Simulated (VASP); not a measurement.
# Pb (P6_3/mmc) in VASP: a series of runs

One crystal, Pb, is run at these levels: PBE; tasks: single point.

Everything below comes from runs of VASP 6.6.1. Logs are shortened: lines on timing, memory, paths and dates and some standing lists are left out, and cuts for length are marked.

### Step 1. Starting point

The structure is hexagonal, space group P6_3/mmc (No. 194). The conventional cell has a = 3.480 Å, b = 3.480 Å, c = 5.590 Å, α = 90.00°, β = 90.00°, γ = 120.00°. Pb (site symmetry -6m2) has 12 Pb at 3.44 to 3.48 Å as nearest neighbours.

This isn't the form of Pb at room conditions, which is fcc.

### Step 2. Single point, PBE (atom 2 (Pb) moved by [0.0, 0.0, 0.05] A)

INCAR

```
  PREC = Accurate
  ENCUT = 520
  EDIFF = 1E-6
  ISMEAR = -1
  SIGMA = 0.05
  LREAL = False
  LASPH = True
  NELM = 100
  ALGO = Fast
  ISIF = 2
  LWAVE = False
  LCHARG = True
  GGA = PE
  LELF = True
  LVHAR = True
  NBANDS = 21
```

KPOINTS

```
Automatic mesh
0
Gamma
  12 12 7
```

POSCAR

```
Pb
1.0
    3.4800006906      0.0000000000      0.0000000000
   -1.7400003453      3.0137690032      0.0000000000
    0.0000000000      0.0000000000      5.5900000000
Pb
2
Direct
    0.3333333333      0.6666666667      0.2500000000
    0.6666666667      0.3333333333      0.7589445438
```

Potentials or basis: VASP PAW PBE potentials, release 64 (Pb_d).

Command:

```
$ cat potpaw_PBE.64/Pb_d/POTCAR > POTCAR
$ mpirun -np 1 vasp_std > vasp.out
```

OUTCAR:

```text
PREC = Accurate
   ENCUT = 520
   EDIFF = 1E-6
   ISMEAR = -1
   LREAL = False
   LASPH = True
   NELM = 100
   ISIF = 2
   GGA = PE

 ion  position               nearest neighbor table
   1  0.333  0.667  0.250-   2 3.40   2 3.40   2 3.40   2 3.48   2 3.48   2 3.48
   2  0.667  0.333  0.759-   1 3.40   1 3.40   1 3.40   1 3.48   1 3.48   1 3.48

  LATTYP: Found a hexagonal cell.
 ALAT       =     3.4800006906
 C/A-ratio  =     1.6063215203

  Lattice vectors:

 A1 = (   3.4800006906,   0.0000000000,   0.0000000000)
 A2 = (  -1.7400003453,   3.0137690032,   0.0000000000)
 A3 = (   0.0000000000,   0.0000000000,   5.5900000000)

Analysis of symmetry for initial positions (statically):
=====================================================================
 Subroutine PRICEL returns:
 Original cell was already a primitive cell.

 Routine SETGRP: Setting up the symmetry group for a
 hexagonal supercell.

 Subroutine GETGRP returns: Found 12 space group operations
 (whereof  6 operations were pure point group operations)
 out of a pool of 24 trial point group operations.

The static configuration has the point symmetry C_3v.
 The point group associated with its full space group is D_3d.

Analysis of symmetry for dynamics (positions and initial velocities):
=====================================================================
 Subroutine PRICEL returns:
 Original cell was already a primitive cell.

 Routine SETGRP: Setting up the symmetry group for a
 hexagonal supercell.

 Subroutine GETGRP returns: Found 12 space group operations
 (whereof  6 operations were pure point group operations)
 out of a pool of 24 trial point group operations.

The dynamic configuration has the point symmetry C_3v.
 The point group associated with its full space group is D_3d.

 Subroutine INISYM returns: Found 12 space group operations
 (whereof  6 operations are pure point group operations),
 and found     1 'primitive' translations

----------------------------------------------------------------------------------------

                                     Primitive cell

  volume of cell :      58.6275

  direct lattice vectors                    reciprocal lattice vectors
     3.480000691  0.000000000  0.000000000     0.287356265  0.165905217  0.000000000
    -1.740000345  3.013769003  0.000000000     0.000000000  0.331810434  0.000000000
     0.000000000  0.000000000  5.590000000     0.000000000  0.000000000  0.178890877

  length of vectors
     3.480000691  3.480000691  5.590000000     0.331810434  0.331810434  0.178890877

  position of ions in fractional coordinates (direct lattice)
     0.333333333  0.666666667  0.250000000
     0.666666667  0.333333333  0.758944544

  ion indices of the primitive-cell ions
   primitive index   ion index
                 1           1
                 2           2

----------------------------------------------------------------------------------------

 KPOINTS: Automatic mesh

Automatic generation of k-mesh.
 Grid dimensions read from file:
 generate k-points for:   12   12    7

 Generating k-lattice:

  Cartesian coordinates                     Fractional coordinates (reciprocal lattice)
     0.023946355  0.013825435  0.000000000     0.083333333  0.000000000  0.000000000
     0.000000000  0.027650869  0.000000000     0.000000000  0.083333333  0.000000000
     0.000000000  0.000000000  0.025555840     0.000000000  0.000000000  0.142857143

  Length of vectors
     0.027650869  0.027650869  0.025555840

  Shift w.r.t. Gamma in fractional coordinates (k-lattice)
     0.000000000  0.000000000  0.000000000

 Subroutine IBZKPT returns following result:
 ===========================================

 Found    112 irreducible k-points:

 Following reciprocal coordinates:
            Coordinates               Weight
  0.000000  0.000000  0.000000      1.000000
  0.083333  0.000000  0.000000      6.000000
  0.166667  0.000000  0.000000      6.000000
  0.250000  0.000000  0.000000      6.000000
  0.333333  0.000000  0.000000      6.000000
  0.416667  0.000000  0.000000      6.000000
[... 16 lines left out ...]
  0.166667  0.000000  0.142857      6.000000
  0.000000  0.166667  0.142857      6.000000
 [... further k-points ...]
   k-points           NKPTS =    112   k-points in BZ     NKDIM =    112   number of bands    NBANDS=     21
   number of dos      NEDOS =    301   number of ions     NIONS =      2
   total plane-waves  NPLWV =  32928
   dimension x,y,z NGX =    28 NGY =   28 NGZ =   42
   dimension x,y,z NGXF=    56 NGYF=   56 NGZF=   84
   ions per type =               2
   NGX,Y,Z   is equivalent  to a cutoff of  13.38, 13.38, 12.49 a.u.
   NGXF,Y,Z  is equivalent  to a cutoff of  26.75, 26.75, 24.98 a.u.
 SYSTEM =  unknown system
   PREC   = accura    normal or accurate (medium, high low for compatibility)
   ISTART =      0    job   : 0-new  1-cont  2-samecut
   ICHARG =      2    charge: 1-file 2-atom 10-const
   ISPIN  =      1    spin polarized calculation?
   LNONCOLLINEAR =      F non collinear calculations
   LSORBIT =      F    spin-orbit coupling
   LASPH  =      T    aspherical Exc in radial PAW
   ENCUT  =  520.0 eV  38.22 Ry    6.18 a.u.   6.47  6.47 10.39*2*pi/ulx,y,z
   NELM   =    100;   NELMIN=  2; NELMDL= -5     # of ELM steps
   EDIFF  = 0.1E-05   stopping-criterion for ELM
   LREAL  =      F    real-space projection
   EDIFFG = 0.1E-04   stopping-criterion for IOM
   NSW    =      0    number of steps for IOM
   IBRION =     -1    ionic relax: 0-MD 1-quasi-New 2-CG
   NFREE  =      0    steps in history (QN), initial steepest desc. (CG)
   ISIF   =      2    stress and relaxation
   ISYM   =      2    0-nonsym 1-usesym 2-fastsym
   POTIM  = 0.5000    time-step for ionic-motion
   TEBEG  =    0.0;   TEEND  =   0.0 temperature during run
   PSTRESS=    0.0 pullay stress
   NELECT =      28.0000    total number of electrons
   NUPDOWN=      -1.0000    fix difference up-down
   EMIN   =  10.00;   EMAX   =-10.00  energy-range for DOS
   EFERMI =   0.00;   METHOD = LEGACY
   ISMEAR =    -1;   SIGMA  =   0.05  broadening in eV -4-tet -1-fermi 0-gaus
   EFERMI_NEDOS =   21; number of points for ismear=-14 and -15
   IALGO  =     68    algorithm
   IMIX   =      4    mixing-type and parameters
     AMIX     =   0.40;   BMIX     =  1.00
     AMIX_MAG =   1.60;   BMIX_MAG =  1.00
  volume/ion in A,a.u.               =      29.31       197.82
  Fermi-wavevector in a.u.,A,eV,Ry     =   1.279658  2.418202 22.279864  1.637524
  Thomas-Fermi vector in A             =   2.412130
   LORBIT       =      0    0 simple, 1 ext, 2 COOP (PROOUT), +10 PAW based schemes
   GGA     = PE    functional components
   LHFCALC =     F    Hartree Fock is set to
   AEXX    =    0.0000 exact exchange contribution
   IVDW    =     0    specifies the selected vdW correction
   LEPSILON=     F    determine dielectric tensor
   LRPA    =     F    only Hartree local field effects (RPA)
 non-spin polarized calculation
 RMM-DIIS sequential band-by-band and
  energy-cutoff  :      520.00
  volume of cell :       58.63
 maximum number of plane-waves:      1617
 NGX is ok and might be reduce to    28
   NGX = 13   NGY = 13   NGZ = 21

 number of electron      28.0000003 magnetization

 Free energy of the ion-electron system (eV)
  ---------------------------------------------------
  ext. energy  EPLUGINS =         0.00000000
  ---------------------------------------------------
  free energy    TOTEN  =        -7.02433960 eV

  energy without entropy =       -7.01300157  energy(sigma->0) =       -7.01867059

 E-fermi :   7.6472     XC(G=0): -10.3498

 val. band max:        7.6313806359   @ k =   0.2500   0.0000   0.1429
 cond. band min:       7.6476131621   @ k =   0.3333   0.1667   0.2857
 fundamental gap:      0.0162325262
 Fermi energy:         7.6472280296

 k-point     1 :       0.0000    0.0000    0.0000
  band No.  band energies     occupation
      1      -9.4808      2.00000
      2      -9.4318      2.00000
      3      -9.4116      2.00000
      4      -9.4116      2.00000
      5      -9.3896      2.00000
      6      -9.3896      2.00000
[... 13 lines left out ...]
     20      16.6967      0.00000
     21      19.1851      0.00000

 k-point     2 :       0.0833    0.0000    0.0000
  band No.  band energies     occupation
      1      -9.4760      2.00000
      2      -9.4400      2.00000
      3      -9.3965      2.00000
      4      -9.3944      2.00000
      5      -9.3858      2.00000
      6      -9.3766      2.00000
[... 13 lines left out ...]
     20      17.3034      0.00000
     21      18.6169      0.00000

 k-point     3 :       0.1667    0.0000    0.0000
  band No.  band energies     occupation
      1      -9.4932      2.00000
      2      -9.4274      2.00000
      3      -9.3925      2.00000
      4      -9.3793      2.00000
      5      -9.3782      2.00000
      6      -9.3471      2.00000
[... 13 lines left out ...]
     20      17.8117      0.00000
     21      18.3970      0.00000

 k-point     4 :       0.2500    0.0000    0.0000
  band No.  band energies     occupation
      1      -9.5294      2.00000
      2      -9.4281      2.00000
      3      -9.4078      2.00000
      4      -9.4009      2.00000
      5      -9.3693      2.00000
      6      -9.2837      2.00000
[... 13 lines left out ...]
     20      17.0772      0.00000
     21      18.4408      0.00000

 k-point     5 :       0.3333    0.0000    0.0000
  band No.  band energies     occupation
      1      -9.5647      2.00000
      2      -9.4620      2.00000
      3      -9.4253      2.00000
      4      -9.4219      2.00000
      5      -9.3341      2.00000
      6      -9.2696      2.00000
[... 13 lines left out ...]
     20      16.4804      0.00000
     21      18.2166      0.00000
[... 382 lines left out ...]
     20      17.2517      0.00000
     21      18.7145      0.00000

 k-point    22 :       0.0000    0.0833    0.1429
  band No.  band energies     occupation
      1      -9.4738      2.00000
      2      -9.4373      2.00000
      3      -9.4170      2.00000
      4      -9.4102      2.00000
      5      -9.3884      2.00000
      6      -9.3777      2.00000
[... 13 lines left out ...]
     20      17.2360      0.00000
     21      18.6965      0.00000

 k-point    23 :       0.1667    0.0000    0.1429
  band No.  band energies     occupation
      1      -9.4913      2.00000
      2      -9.4318      2.00000
      3      -9.4056      2.00000
      4      -9.3872      2.00000
      5      -9.3822      2.00000
      6      -9.3359      2.00000
[... 13 lines left out ...]
     20      17.4635      0.00000
     21      17.7627      0.00000

 k-point    24 :       0.0000    0.1667    0.1429
  band No.  band energies     occupation
      1      -9.4913      2.00000
      2      -9.4242      2.00000
      3      -9.4190      2.00000
      4      -9.3886      2.00000
      5      -9.3754      2.00000
      6      -9.3336      2.00000
[... 13 lines left out ...]
     20      17.4943      0.00000
     21      17.7491      0.00000

 [... further k-points ...]

------------------------ aborting loop because EDIFF is reached ----------------------------------------

  FORCE on cell =-STRESS in cart. coord.  units (eV):
  Direction    XX          YY          ZZ          XY          YZ          ZX
  --------------------------------------------------------------------------------------
  -------------------------------------------------------------------------------------
  Total        1.4224044      1.4224044      1.5170767      0.0000000     -0.0000000      0.0000000
  in kB       38.8716131     38.8716131     41.4588289      0.0000000     -0.0000000      0.0000000
  external PRESSURE =      39.7340184 kB  Pullay stress =       0.0000000 kB

 VOLUME and BASIS-vectors are now :
 -----------------------------------------------------------------------------
  energy-cutoff  :      520.00
  volume of cell :       58.63
      direct lattice vectors                 reciprocal lattice vectors
     3.480000691  0.000000000  0.000000000     0.287356265  0.165905217  0.000000000
    -1.740000345  3.013769003  0.000000000     0.000000000  0.331810434  0.000000000
     0.000000000  0.000000000  5.590000000     0.000000000  0.000000000  0.178890877

 POSITION                                       TOTAL-FORCE (eV/Angst)
 -----------------------------------------------------------------------------------
     -0.00000      2.00918      1.39750         0.000000     -0.000000      0.151410
      1.74000      1.00459      4.24250        -0.000000      0.000000     -0.151410
 -----------------------------------------------------------------------------------
    total drift:                               -0.000000     -0.000000      0.000010

  FREE ENERGIE OF THE ION-ELECTRON SYSTEM (eV)
  ---------------------------------------------------
  free  energy   TOTEN  =        -7.0243396048 eV

  energy  without entropy=       -7.0130015702  energy(sigma->0) =       -7.01867059
```

Run time: 2.7 min. Hardware: 1 thread of Intel Xeon Platinum 8259CL at 2.50GHz (Skylake/Cascade Lake), shared host; peak memory 0.25 GiB.

What came out:

```yaml
Free_energy: -7.0243 eV
Pressure: 4.0 GPa
Largest_force: 0.151 eV/Å
Band_gap_on_the_k_mesh: none (metal or under the smearing width)
```

Forces in eV/Å, atoms in the order of the input:
```
Pb   0.000  0.000  0.151
Pb   0.000  0.000 -0.151
```

The run has no spin-orbit coupling, so splittings on Pb are missing.

### Step 3. Single point, PBE

INCAR

```
PREC     = Accurate       # precision mode
ENCUT    = 520            # plane-wave cutoff, eV
EDIFF    = 1E-6           # SCF threshold, eV
ISMEAR   = -1             # smearing method
SIGMA    = 0.05           # smearing width, eV
LREAL    = False          # projectors in reciprocal space
LASPH    = True           # aspherical terms in the spheres
NELM     = 80             # most SCF steps
ALGO     = Normal         # electronic algorithm
ISIF     = 2              # what is computed and relaxed
LWAVE    = False          # write WAVECAR
LCHARG   = False          # write CHGCAR
GGA      = PE             # functional
NBANDS   = 21             # bands
```

KPOINTS

```
regular mesh
0
Gamma
  12 12 7
```

Edit POSCAR of step 2 so:

```diff
@@ -9,2 +9,2 @@
     0.3333333333      0.6666666667      0.2500000000
-    0.6666666667      0.3333333333      0.7589445438
+    0.6666666667      0.3333333333      0.7500000000
```

Potentials or basis: VASP PAW PBE potentials, release 64 (Pb_d).

Command:

```
$ cat potpaw_PBE.64/Pb_d/POTCAR > POTCAR
$ mpirun -np 1 vasp_std > vasp.out
```

It took 28 s on 1 thread of AMD EPYC 9R45 (Zen 5), shared host; peak memory 0.19 GiB.

Results (log left out):

```
Free energy            : -7.0281 eV
Pressure               : 3.9 GPa
Band gap on the k mesh : none (metal or under the smearing width)
```

Stress tensor (GPa, compression positive):
```
3.83 0.00 0.00
0.00 3.83 0.00
0.00 0.00 4.06
```

Levels at points of the mesh, in eV from the Fermi level:
```
           k point  band 10  band 11  band 12  band 13  band 14  band 15  band 16  band 17  band 18  band 19
(0.00, 0.00, 0.00)   -16.80   -11.98    -8.00    -4.32     5.58     5.58     7.49     7.49     8.15     8.77
(0.50, 0.00, 0.00)   -16.77    -8.42    -7.16    -2.90    -1.41    -0.54     1.78     1.97     5.80     6.16
```

The run has no spin-orbit coupling, so splittings on Pb are missing.

### Step 4. Single point, PBE (volume scaled by 1.02)

INCAR

```
PREC = Accurate ; ENCUT = 520
EDIFF = 1E-6 ; ISMEAR = -1
SIGMA = 0.05 ; LREAL = F
LASPH = T ; NELM = 100
ALGO = Normal ; ISIF = 2
LWAVE = F ; LCHARG = F
GGA = PE ; NBANDS = 21
```

KPOINTS

```
Automatic mesh
0
Gamma
  12 12 7
```

POSCAR

```
Pb
1.0
    3.5030477244      0.0000000000      0.0000000000
   -1.7515238622      3.0337283200      0.0000000000
    0.0000000000      0.0000000000      5.6270209464
Pb
2
Direct
    0.3333333333      0.6666666667      0.2500000000
    0.6666666667      0.3333333333      0.7500000000
```

Command:

```
$ cat potpaw_PBE.64/Pb_d/POTCAR > POTCAR
$ mpirun -np 1 vasp_std > vasp.out
```

It took 27 s on 1 thread of AMD EPYC 9R45 (Zen 5), shared host; peak memory 0.19 GiB.

It converged, with:

```yaml
Free_energy: -7.0533 eV
Pressure: 2.8 GPa
Band_gap_on_the_k_mesh: none (metal or under the smearing width)
```

Stress tensor (GPa, compression positive):
```
2.68 0.00 0.00
0.00 2.68 0.00
0.00 0.00 3.17
```

Levels at points of the mesh, in eV from the Fermi level:
| k point | band 10 | band 11 | band 12 | band 13 | band 14 | band 15 | band 16 | band 17 | band 18 | band 19 |
| --- | --- | --- | --- | --- | --- | --- | --- | --- | --- | --- |
| (0.00, 0.00, 0.00) | -16.80 | -11.83 | -7.98 | -4.21 | 5.48 | 5.48 | 7.34 | 7.34 | 7.99 | 8.66 |
| (0.50, 0.00, 0.00) | -16.77 | -8.38 | -7.14 | -2.86 | -1.38 | -0.50 | 1.77 | 1.96 | 5.69 | 6.11 |

The run has no spin-orbit coupling, so splittings on Pb are missing.

### Step 5. Overview

| cell | gap on the mesh (eV) | pressure (GPa) |
| --- | --- | --- |
| atom 2 (Pb) moved by [0.0, 0.0, 0.05] A | none | 4.0 |
| as given | none | 3.9 |
| volume scaled by 1.02 | none | 2.8 |

Alike in all rows: task single point; level PBE; potentials or basis VASP PAW PBE potentials, release 64 (Pb_d); no spin polarisation; k mesh 12 × 12 × 7; cutoff (eV) 520; smearing fermi-dirac 0.05 eV.

Total energies depend on the potentials used, so only differences within one code and one set of settings carry meaning.
